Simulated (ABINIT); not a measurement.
Al, 1 atom in the cell. The structure is cubic, space group Fm-3m (No. 225). Conventional cell: a = 4.050 Å, b = 4.050 Å, c = 4.050 Å, α = 90.00°, β = 90.00°, γ = 90.00°. Al (site symmetry m-3m) has 12 Al at 2.86 Å as nearest neighbours. 

- Program: ABINIT 10.8.3 (patched build)
- Task: band structure
- Functional: rPW86PBE
- Potentials or basis: PseudoDojo NC SR PBE v0.4.1 standard
- Cutoff: 544 eV
- k mesh: 11 × 11 × 11
- Occupations: fermi-dirac, width 0.05 eV
- Spin: no spin polarisation

Potentials or basis: PseudoDojo NC SR PBE v0.4.1 standard.

Run with:

```console
$ abinit run.abi > log 2>&1
```

Hardware: 1 thread of Intel(R) Xeon(R) 6975P-C (Granite Rapids) (shared host).

**Question.** How long does it take, and how much memory?

**Answer.** Run time: 6.6 s on 1 thread of Intel(R) Xeon(R) 6975P-C (Granite Rapids) (shared host), peak memory 0.1 GiB. Counts: scf iterations 7, k points 56, bands 6, plane waves 495.
